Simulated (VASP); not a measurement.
# ZnS (F-43m): band edges, masses and strain

Wanted: where the band edges of ZnS lie, how heavy the carriers are and how strain moves the gap. The start is a cell from a database of measured crystal structures.

Program: VASP 6.6.1. Level of theory: PBEsol; plane waves and PAW (Zn, S), in the first sound run; inputs show where later runs differ. Results are calculated unless marked as measured.

The experiments to compare with:

For ZnS, zincblende (literature value, sample not described, 19 K), “Electronic, vibrational, and thermodynamic properties of ZnS (zincblende and rocksalt structure)” (2009, arxiv:0911.5022) quotes earlier work: band gap (direct gap E0 at Gamma) 3.85 eV [literature value at 19 K; includes electron-phonon renormalization, which the paper puts …].

This is a report of a sequence of runs, with most program output left out.

The database entry behind the starting cell differs from later determinations by our own check (about 0.1 % short), so it need not match the best structure at ambient conditions.

### Step 1. The structure

Symmetry: F-43m, No. 216, cubic system. The conventional cell has a = 5.404 Å, b = 5.404 Å, c = 5.404 Å, α = 90.00°, β = 90.00°, γ = 90.00°. Nearest to Zn lie 4 S at 2.34 Å. Nearest to S lie 4 Zn at 2.34 Å. Farther neighbours and most contacts between anions are not listed.

Structure file:

```cif
data_structure
_symmetry_space_group_name_H-M 'P 1'
_symmetry_Int_Tables_number 1
_cell_length_a 3.8212
_cell_length_b 3.8212
_cell_length_c 3.8212
_cell_angle_alpha 60.000
_cell_angle_beta 60.000
_cell_angle_gamma 60.000
_cell_volume 39.45
loop_
_atom_site_label
_atom_site_type_symbol
_atom_site_fract_x
_atom_site_fract_y
_atom_site_fract_z
_atom_site_occupancy
Zn1 Zn 0.75000 0.75000 0.75000 1
S2 S 0.00000 0.00000 0.00000 1
```

### Step 2. Relaxation of the atoms

The cell is kept as given; the atoms are relaxed first, so that no residual force shifts the band edges.

The input, INCAR:

```
SYSTEM = ZnS
PREC = Accurate
ENCUT = 400
EDIFF = 1E-06
NELM = 100
ISMEAR = 0
SIGMA = 0.02
LREAL = .FALSE.
ALGO = Normal
GGA = PS
NBANDS = 15
LORBIT = 11
LWAVE = .FALSE.
LCHARG = .FALSE.
KPAR = 4
IBRION = 2
NSW = 40
ISIF = 2
EDIFFG = -0.005
```

The input, POSCAR:

```
ZnS
1.0
    0.0000000000      2.7020000000      2.7020000000
    2.7020000000      0.0000000000      2.7020000000
    2.7020000000      2.7020000000      0.0000000000
Zn S
1 1
Direct
    0.7500000000      0.7500000000      0.7500000000
    0.0000000000      0.0000000000      0.0000000000
```

The input, KPOINTS:

```
Automatic mesh
0
Gamma
10 10 10
0 0 0
```

The projector-augmented-wave data sets are Zn and S (PBE family, release 64).

Run with:

```console
> mpirun -np 4 vasp_std
```

Wall time 9 s (4 MPI ranks of Intel Xeon Platinum 8259CL at 2.50GHz (Skylake/Cascade Lake), shared host); peak memory 0.6 GiB.

The gap is read on the k-mesh alone, so it is an upper bound where the band edges lie off the mesh. The PAW data sets were made with PBE, which is usual practice but a small mismatch for other functionals. The run keeps the 24 symmetry operations of its start, so it cannot find a distortion of lower symmetry.

The forces vanish from the start, and no atom moves.

This step gave:

```
SCF cycles                     : 12
electrons                      : 18
bands                          : 15
irreducible k-points           : 47
symmetry operations            : 24
free energy (TOTEN)            : -7.581 eV
Fermi energy                   : 2.179 eV
pressure                       : -2.027 GPa
metallic                       : no
valence top at k               : 0, 0, 0
conduction bottom at k         : 0, 0, 0
least direct gap at k          : 0, 0, 0
gap on the k-mesh              : 1.975 eV
least direct gap on the k-mesh : 1.975 eV
```

### Step 3. Bands on a dense mesh

A dense even mesh and a path are solved together, since either alone can miss a band edge.

INCAR: that of step 2 with these lines changed.

```diff
@@ -10,3 +10,3 @@
 GGA = PS
-NBANDS = 15
+NBANDS = 21
 LORBIT = 11
@@ -15,5 +15,2 @@
 KPAR = 4
-IBRION = 2
-NSW = 40
 ISIF = 2
-EDIFFG = -0.005
```

POSCAR is that of step 2.

The input, KPOINTS:

```
Automatic mesh
0
Gamma
12 12 12
0 0 0
```

The input, KPOINTS_OPT:

```
Line mode
24
Line-mode
Reciprocal
  0.00000000   0.00000000   0.00000000 GAMMA
  0.50000000   0.00000000   0.50000000 X

  0.50000000   0.00000000   0.50000000 X
  0.50000000   0.25000000   0.75000000 W

  0.50000000   0.25000000   0.75000000 W
  0.37500000   0.37500000   0.75000000 K

  0.37500000   0.37500000   0.75000000 K
  0.00000000   0.00000000   0.00000000 GAMMA

  0.00000000   0.00000000   0.00000000 GAMMA
  0.50000000   0.50000000   0.50000000 L

  0.50000000   0.50000000   0.50000000 L
  0.62500000   0.25000000   0.62500000 U

  0.62500000   0.25000000   0.62500000 U
  0.50000000   0.25000000   0.75000000 W

  0.50000000   0.25000000   0.75000000 W
  0.50000000   0.50000000   0.50000000 L

  0.50000000   0.50000000   0.50000000 L
  0.37500000   0.37500000   0.75000000 K

  0.62500000   0.25000000   0.62500000 U
  0.50000000   0.00000000   0.50000000 X
```

Run with:

```console
> mpirun -np 4 vasp_std
```

Run time: 40 s. Hardware: 4 MPI ranks; peak memory 0.76 GiB.

This step gave:

| Quantity | Value |
| --- | --- |
| bands | 21 |
| irreducible k-points | 72 |
| Fermi energy | 2.191 eV |
| pressure | -2.058 GPa |
| least gap on mesh and path | 1.975 eV |
| least direct gap on mesh and path | 1.975 eV |

Electronic bands along the path, in eV, zero at the valence-band top; v1 is the highest filled band, c1 the lowest empty one:

| point | v4 | v3 | v2 | v1 | c1 | c2 | c3 | c4 |
| --- | --- | --- | --- | --- | --- | --- | --- | --- |
| Γ | -5.87 | 0.00 | 0.00 | 0.00 | 1.98 | 6.31 | 6.31 | 6.31 |
| 0.48 of the way | -5.83 | -2.48 | -1.18 | -1.18 | 4.34 | 4.53 | 8.31 | 8.31 |
| X | -5.65 | -4.61 | -2.25 | -2.25 | 3.24 | 3.97 | 10.83 | 11.87 |
| 0.48 of the way | -5.56 | -4.62 | -2.52 | -2.50 | 4.06 | 4.71 | 9.65 | 9.94 |
| W | -5.46 | -4.64 | -2.80 | -2.76 | 5.57 | 5.99 | 7.75 | 8.09 |
| 0.52 of the way | -5.50 | -4.65 | -3.08 | -2.19 | 4.63 | 5.91 | 8.43 | 8.95 |
| K | -5.52 | -4.67 | -3.17 | -1.83 | 3.99 | 5.88 | 9.26 | 9.71 |
| 0.52 of the way | -5.84 | -3.01 | -1.62 | -0.45 | 4.30 | 6.24 | 7.00 | 7.16 |
| Γ | -5.87 | 0.00 | 0.00 | 0.00 | 1.98 | 6.31 | 6.31 | 6.31 |
| 0.48 of the way | -5.87 | -2.73 | -0.45 | -0.45 | 3.35 | 6.72 | 6.92 | 6.92 |
| L | -5.67 | -5.36 | -0.88 | -0.88 | 3.19 | 6.83 | 6.83 | 8.70 |
| 0.48 of the way | -5.61 | -5.06 | -2.11 | -1.23 | 4.29 | 6.12 | 7.76 | 8.59 |
| U | -5.52 | -4.67 | -3.17 | -1.83 | 3.99 | 5.88 | 9.26 | 9.71 |
| 0.48 of the way | -5.50 | -4.65 | -3.08 | -2.19 | 4.63 | 5.91 | 8.43 | 8.95 |
| W | -5.46 | -4.64 | -2.80 | -2.76 | 5.57 | 5.99 | 7.75 | 8.09 |
| 0.48 of the way | -5.59 | -4.92 | -2.46 | -1.53 | 4.86 | 5.80 | 7.74 | 9.01 |
| L | -5.67 | -5.36 | -0.88 | -0.88 | 3.19 | 6.83 | 6.83 | 8.70 |
| 0.48 of the way | -5.61 | -5.06 | -2.11 | -1.23 | 4.29 | 6.12 | 7.76 | 8.59 |
| K | -5.52 | -4.67 | -3.17 | -1.83 | 3.99 | 5.88 | 9.26 | 9.71 |
| jump to U | -5.52 | -4.67 | -3.17 | -1.83 | 3.99 | 5.88 | 9.26 | 9.71 |
| 0.48 of the way | -5.60 | -4.62 | -2.67 | -2.13 | 3.58 | 4.54 | 10.14 | 10.94 |
| X | -5.65 | -4.61 | -2.25 | -2.25 | 3.24 | 3.97 | 10.83 | 11.87 |

Of the projections kept (Zn, S), the largest for each band there; the rest of the weight can lie on other orbitals:

| point | v4 | v3 | v2 | v1 | c1 | c2 | c3 | c4 |
| --- | --- | --- | --- | --- | --- | --- | --- | --- |
| Γ | Zn 1.00 | S 0.75 | S 0.75 | S 0.75 | Zn 0.51 | Zn 0.98 | Zn 0.98 | Zn 0.98 |
| X | Zn 0.97 | Zn 0.72 | S 0.71 | S 0.71 | Zn 0.79 | Zn 0.80 | S 0.79 | Zn 0.59 |
| W | Zn 0.97 | Zn 0.59 | S 0.70 | S 0.57 | S 0.60 | Zn 0.53 | Zn 0.76 | Zn 0.76 |
| K | Zn 0.97 | Zn 0.60 | S 0.60 | S 0.70 | Zn 0.78 | S 0.51 | S 0.62 | Zn 0.64 |
| Γ | Zn 1.00 | S 0.75 | S 0.75 | S 0.75 | Zn 0.51 | Zn 0.98 | Zn 0.98 | Zn 0.98 |
| L | Zn 0.98 | S 0.52 | S 0.72 | S 0.72 | Zn 0.70 | Zn 0.91 | Zn 0.91 | S 0.78 |

At this level the gap is 1.98 eV. At -2.1 GPa the cell is away from the equilibrium volume of this level: left free, it would shrink.

### Step 4. Effective masses

Masses follow from the curvature at each edge; two step lengths test the parabola and the numerical noise.

The input, INCAR:

```
SYSTEM = ZnS
PREC = Accurate
ENCUT = 400
EDIFF = 1E-08
NELM = 100
ISMEAR = 0
SIGMA = 0.02
LREAL = .FALSE.
ALGO = Normal
GGA = PS
NBANDS = 15
LORBIT = 11
LWAVE = .FALSE.
LCHARG = .FALSE.
KPAR = 4
```

POSCAR is that of step 3.

The input, KPOINTS:

```
Automatic mesh
0
Gamma
10 10 10
0 0 0
```

The input, KPOINTS_OPT:

```
points round the band edges
26
Reciprocal
  0.0000000000   0.0000000000   0.0000000000 1
  0.0000000000   0.0000000000   0.0000000000 1
 -0.0000000000  -0.0034402932  -0.0034402932 1
  0.0000000000   0.0034402932   0.0034402932 1
 -0.0034402932   0.0000000000  -0.0034402932 1
  0.0034402932   0.0000000000   0.0034402932 1
 -0.0034402932  -0.0034402932   0.0000000000 1
  0.0034402932   0.0034402932   0.0000000000 1
 -0.0000000000  -0.0129010997  -0.0129010997 1
  0.0000000000   0.0129010997   0.0129010997 1
 -0.0129010997   0.0000000000  -0.0129010997 1
  0.0129010997   0.0000000000   0.0129010997 1
 -0.0129010997  -0.0129010997   0.0000000000 1
  0.0129010997   0.0129010997   0.0000000000 1
 -0.0000000000  -0.0034402932  -0.0034402932 1
  0.0000000000   0.0034402932   0.0034402932 1
 -0.0034402932   0.0000000000  -0.0034402932 1
  0.0034402932   0.0000000000   0.0034402932 1
 -0.0034402932  -0.0034402932   0.0000000000 1
  0.0034402932   0.0034402932   0.0000000000 1
 -0.0000000000  -0.0129010997  -0.0129010997 1
  0.0000000000   0.0129010997   0.0129010997 1
 -0.0129010997   0.0000000000  -0.0129010997 1
  0.0129010997   0.0000000000   0.0129010997 1
 -0.0129010997  -0.0129010997   0.0000000000 1
  0.0129010997   0.0129010997   0.0000000000 1
```

Run with:

```console
> mpirun -np 4 vasp_std
```

Wall time 13 s (4 MPI ranks); peak memory 0.65 GiB; 50 s of CPU time.

Numbers from this step:

```yaml
scf_cycles: 14
bands: 15
irreducible_k_points: 47
fermi_energy: 2.179 eV
pressure: -2.025 GPa
```

Central differences; holes have negative curvature. Effective masses along the Cartesian axes:

| edge | band from the gap | direction | step (Å⁻¹) | mass (electron masses) |
| --- | --- | --- | --- | --- |
| VBM | -1 | x | 0.008 | -0.6824 |
| VBM | -2 | x | 0.008 | -0.6817 |
| VBM | -3 | x | 0.008 | -0.1751 |
| VBM | -1 | y | 0.008 | -0.6824 |
| VBM | -2 | y | 0.008 | -0.6817 |
| VBM | -3 | y | 0.008 | -0.1751 |
| VBM | -1 | z | 0.008 | -0.6824 |
| VBM | -2 | z | 0.008 | -0.6817 |
| VBM | -3 | z | 0.008 | -0.1751 |
| VBM | -1 | x | 0.03 | -0.6833 |
| VBM | -2 | x | 0.03 | -0.6832 |
| VBM | -3 | x | 0.03 | -0.1768 |
| VBM | -1 | y | 0.03 | -0.6833 |
| VBM | -2 | y | 0.03 | -0.6832 |
| VBM | -3 | y | 0.03 | -0.1768 |
| VBM | -1 | z | 0.03 | -0.6833 |
| VBM | -2 | z | 0.03 | -0.6832 |
| VBM | -3 | z | 0.03 | -0.1768 |
| CBM | 1 | x | 0.008 | 0.1612 |
| CBM | 1 | y | 0.008 | 0.1612 |
| CBM | 1 | z | 0.008 | 0.1612 |
| CBM | 1 | x | 0.03 | 0.1627 |
| CBM | 1 | y | 0.03 | 0.1627 |
| CBM | 1 | z | 0.03 | 0.1627 |

The run ends at a pressure of -2.03 GPa.

### Step 5. Bands with spin-orbit coupling

This step: PBEsol, spin-orbit coupling; plane waves and PAW (Zn, S) (VASP 6.6.1).

Spin-orbit coupling can split and shift the band edges, more so for heavy elements, so the bands are solved again with spinors.

The input, INCAR:

```
SYSTEM = ZnS
PREC = Accurate
ENCUT = 400
EDIFF = 1E-06
NELM = 100
ISMEAR = 0
SIGMA = 0.02
LREAL = .FALSE.
ALGO = Normal
GGA = PS
LNONCOLLINEAR = .TRUE.
MAGMOM = 0 0 0 0 0 0
NBANDS = 30
GGA_COMPAT = .FALSE.
LASPH = .TRUE.
LSORBIT = .TRUE.
LORBIT = 11
LWAVE = .FALSE.
LCHARG = .FALSE.
KPAR = 4
ISIF = 2
```

POSCAR is that of step 4.

KPOINTS is that of step 4.

The input, KPOINTS_OPT:

```
Line mode
16
Line-mode
Reciprocal
  0.00000000   0.00000000   0.00000000 GAMMA
  0.50000000   0.00000000   0.50000000 X

  0.50000000   0.00000000   0.50000000 X
  0.50000000   0.25000000   0.75000000 W

  0.50000000   0.25000000   0.75000000 W
  0.37500000   0.37500000   0.75000000 K

  0.37500000   0.37500000   0.75000000 K
  0.00000000   0.00000000   0.00000000 GAMMA

  0.00000000   0.00000000   0.00000000 GAMMA
  0.50000000   0.50000000   0.50000000 L

  0.50000000   0.50000000   0.50000000 L
  0.62500000   0.25000000   0.62500000 U

  0.62500000   0.25000000   0.62500000 U
  0.50000000   0.25000000   0.75000000 W

  0.50000000   0.25000000   0.75000000 W
  0.50000000   0.50000000   0.50000000 L

  0.50000000   0.50000000   0.50000000 L
  0.37500000   0.37500000   0.75000000 K

  0.62500000   0.25000000   0.62500000 U
  0.50000000   0.00000000   0.50000000 X
```

Run with:

```console
> mpirun -np 4 vasp_ncl
```

It took 2 min on 4 MPI ranks; peak memory 1.4 GiB; 8.1 min of CPU time.

LASPH is on here and off in the session's scalar semilocal runs, so a comparison with those holds both changes.

This step gave:

| Quantity | Value |
| --- | --- |
| SCF cycles | 12 |
| bands | 30 |
| irreducible k-points | 73 |
| free energy (TOTEN) | -7.587 eV |
| Fermi energy | 2.180 eV |
| pressure | -2.043 GPa |
| least gap on mesh and path | 1.956 eV |
| least direct gap on mesh and path | 1.956 eV |

The spin moment in the PAW sphere vanishes on all atoms.

On-site spin-orbit energy by atom:

| atom | on-site spin-orbit energy (eV) |
| --- | --- |
| Zn1 | -0.0084 |
| S2 | -0.0018 |

Electronic bands along the path, in eV, zero at the valence-band top; v1 is the highest filled band, c1 the lowest empty one:

| point | v4 | v3 | v2 | v1 | c1 | c2 | c3 | c4 |
| --- | --- | --- | --- | --- | --- | --- | --- | --- |
| Γ | 0.00 | 0.00 | 0.00 | 0.00 | 1.96 | 1.96 | 6.18 | 6.18 |
| 0.47 of the way | -1.17 | -1.17 | -1.15 | -1.15 | 4.30 | 4.30 | 4.55 | 4.55 |
| X | -2.28 | -2.28 | -2.26 | -2.26 | 3.22 | 3.22 | 3.95 | 3.95 |
| 0.47 of the way | -2.54 | -2.53 | -2.50 | -2.50 | 3.99 | 4.01 | 4.65 | 4.66 |
| W | -2.84 | -2.81 | -2.79 | -2.77 | 5.55 | 5.55 | 5.96 | 5.99 |
| 0.53 of the way | -3.11 | -3.09 | -2.21 | -2.19 | 4.58 | 4.59 | 5.88 | 5.90 |
| K | -3.19 | -3.18 | -1.86 | -1.85 | 3.97 | 3.97 | 5.85 | 5.87 |
| 0.53 of the way | -1.58 | -1.58 | -0.46 | -0.44 | 4.23 | 4.24 | 6.16 | 6.21 |
| Γ | 0.00 | 0.00 | 0.00 | 0.00 | 1.96 | 1.96 | 6.18 | 6.18 |
| 0.47 of the way | -0.47 | -0.47 | -0.44 | -0.42 | 3.32 | 3.32 | 6.64 | 6.64 |
| L | -0.92 | -0.92 | -0.88 | -0.88 | 3.17 | 3.17 | 6.78 | 6.78 |
| 0.47 of the way | -2.09 | -2.08 | -1.24 | -1.23 | 4.25 | 4.25 | 6.09 | 6.11 |
| U | -3.19 | -3.18 | -1.86 | -1.85 | 3.97 | 3.97 | 5.85 | 5.87 |
| 0.47 of the way | -3.11 | -3.09 | -2.21 | -2.19 | 4.58 | 4.59 | 5.88 | 5.90 |
| W | -2.84 | -2.81 | -2.79 | -2.77 | 5.55 | 5.55 | 5.96 | 5.99 |
| 0.53 of the way | -2.29 | -2.28 | -1.44 | -1.42 | 4.63 | 4.64 | 5.84 | 5.86 |
| L | -0.92 | -0.92 | -0.88 | -0.88 | 3.17 | 3.17 | 6.78 | 6.78 |
| 0.47 of the way | -2.09 | -2.08 | -1.24 | -1.23 | 4.25 | 4.25 | 6.09 | 6.11 |
| K | -3.19 | -3.18 | -1.86 | -1.85 | 3.97 | 3.97 | 5.85 | 5.87 |
| jump to U | -3.19 | -3.18 | -1.86 | -1.85 | 3.97 | 3.97 | 5.85 | 5.87 |
| 0.47 of the way | -2.71 | -2.69 | -2.15 | -2.14 | 3.57 | 3.57 | 4.55 | 4.55 |
| X | -2.28 | -2.28 | -2.26 | -2.26 | 3.22 | 3.22 | 3.95 | 3.95 |

Of the projections kept (Zn, S), the largest for each band there; the rest of the weight can lie on other orbitals:

| point | v4 | v3 | v2 | v1 | c1 | c2 | c3 | c4 |
| --- | --- | --- | --- | --- | --- | --- | --- | --- |
| Γ | S 0.75 | S 0.75 | S 0.75 | S 0.75 | Zn 0.51 | Zn 0.51 | Zn 0.98 | Zn 0.98 |
| X | S 0.71 | S 0.71 | S 0.71 | S 0.71 | Zn 0.79 | Zn 0.79 | Zn 0.80 | Zn 0.80 |
| W | S 0.70 | S 0.71 | S 0.59 | S 0.56 | S 0.60 | S 0.60 | Zn 0.53 | Zn 0.53 |
| K | S 0.61 | S 0.60 | S 0.70 | S 0.70 | Zn 0.78 | Zn 0.78 | S 0.51 | S 0.51 |
| Γ | S 0.75 | S 0.75 | S 0.75 | S 0.75 | Zn 0.51 | Zn 0.51 | Zn 0.98 | Zn 0.98 |
| L | S 0.71 | S 0.71 | S 0.73 | S 0.73 | Zn 0.70 | Zn 0.70 | Zn 0.91 | Zn 0.91 |

### Step 6. Effective masses with spin-orbit coupling

The masses are taken again with the coupling, at the edges of the step before.

INCAR: that of step 5 with these lines changed.

```diff
@@ -3,3 +3,3 @@
 ENCUT = 400
-EDIFF = 1E-06
+EDIFF = 1E-08
 NELM = 100
@@ -20,2 +20 @@
 KPAR = 4
-ISIF = 2
```

POSCAR is that of step 5.

KPOINTS is that of step 5.

The input, KPOINTS_OPT:

```
points round the band edges
26
Reciprocal
  0.0000000000   0.0000000000   0.0000000000 1
  0.0000000000   0.0000000000   0.0000000000 1
 -0.0000000000  -0.0034402932  -0.0034402932 1
  0.0000000000   0.0034402932   0.0034402932 1
 -0.0034402932   0.0000000000  -0.0034402932 1
  0.0034402932   0.0000000000   0.0034402932 1
 -0.0034402932  -0.0034402932   0.0000000000 1
  0.0034402932   0.0034402932   0.0000000000 1
 -0.0000000000  -0.0129010997  -0.0129010997 1
  0.0000000000   0.0129010997   0.0129010997 1
 -0.0129010997   0.0000000000  -0.0129010997 1
  0.0129010997   0.0000000000   0.0129010997 1
 -0.0129010997  -0.0129010997   0.0000000000 1
  0.0129010997   0.0129010997   0.0000000000 1
 -0.0000000000  -0.0034402932  -0.0034402932 1
  0.0000000000   0.0034402932   0.0034402932 1
 -0.0034402932   0.0000000000  -0.0034402932 1
  0.0034402932   0.0000000000   0.0034402932 1
 -0.0034402932  -0.0034402932   0.0000000000 1
  0.0034402932   0.0034402932   0.0000000000 1
 -0.0000000000  -0.0129010997  -0.0129010997 1
  0.0000000000   0.0129010997   0.0129010997 1
 -0.0129010997   0.0000000000  -0.0129010997 1
  0.0129010997   0.0000000000   0.0129010997 1
 -0.0129010997  -0.0129010997   0.0000000000 1
  0.0129010997   0.0129010997   0.0000000000 1
```

Run with:

```console
> mpirun -np 4 vasp_ncl
```

Elapsed: 78 s, on 4 MPI ranks; peak memory 1.3 GiB; 5.2 min of CPU time.

This step gave:

```
SCF cycles   : 15
Fermi energy : 2.18 eV
pressure     : -2.052 GPa
```

The spin moment in the PAW sphere vanishes on all atoms.

On-site spin-orbit energy by atom:

| atom | on-site spin-orbit energy (eV) |
| --- | --- |
| Zn1 | -0.0084 |
| S2 | -0.0018 |

Central differences; holes have negative curvature. Effective masses along the Cartesian axes:

| edge | band from the gap | direction | step (Å⁻¹) | mass (electron masses) |
| --- | --- | --- | --- | --- |
| VBM | -1 | x | 0.008 | -0.7433 |
| VBM | -2 | x | 0.008 | -0.7432 |
| VBM | -3 | x | 0.008 | -0.2227 |
| VBM | -4 | x | 0.008 | -0.2227 |
| VBM | -1 | y | 0.008 | -0.7433 |
| VBM | -2 | y | 0.008 | -0.7432 |
| VBM | -3 | y | 0.008 | -0.2227 |
| VBM | -4 | y | 0.008 | -0.2227 |
| VBM | -1 | z | 0.008 | -0.7432 |
| VBM | -2 | z | 0.008 | -0.7431 |
| VBM | -3 | z | 0.008 | -0.2227 |
| VBM | -4 | z | 0.008 | -0.2227 |
| VBM | -1 | x | 0.03 | -0.6776 |
| VBM | -2 | x | 0.03 | -0.6776 |
| VBM | -3 | x | 0.03 | -0.2442 |
| VBM | -4 | x | 0.03 | -0.2442 |
| VBM | -1 | y | 0.03 | -0.6776 |
| VBM | -2 | y | 0.03 | -0.6776 |
| VBM | -3 | y | 0.03 | -0.2442 |
| VBM | -4 | y | 0.03 | -0.2442 |
| VBM | -1 | z | 0.03 | -0.6776 |
| VBM | -2 | z | 0.03 | -0.6776 |
| VBM | -3 | z | 0.03 | -0.2442 |
| VBM | -4 | z | 0.03 | -0.2442 |
| CBM | 1 | x | 0.008 | 0.1612 |
| CBM | 2 | x | 0.008 | 0.1612 |
| CBM | 1 | y | 0.008 | 0.1612 |
| CBM | 2 | y | 0.008 | 0.1612 |
| CBM | 1 | z | 0.008 | 0.1612 |
| CBM | 2 | z | 0.008 | 0.1612 |
| CBM | 1 | x | 0.03 | 0.1627 |
| CBM | 2 | x | 0.03 | 0.1627 |
| CBM | 1 | y | 0.03 | 0.1627 |
| CBM | 2 | y | 0.03 | 0.1627 |
| CBM | 1 | z | 0.03 | 0.1627 |
| CBM | 2 | z | 0.03 | 0.1627 |

(Continued in part 2 of 3.)

[Lines on the potential files, build, host, timing and source positions are cut from VASP's logs without a mark.]

[Logs are printed without paths, hosts, clocks, repeated set-up lines and the standing remarks that a program may print on its own settings, such as how far it seeks lower states.]

[Hosts, paths, dates, database ids (printed as entryN), source tags and the programs' standing remarks are cut or masked in the printed files.]

[In band tables of VASP the shares of atoms and orbitals are scaled to a sum of 1 inside the atoms' spheres.]

[Gaps and slopes under strain along one axis are those of the sampled path and mesh points; where strain splits equal valleys, another of them can be the edge.]
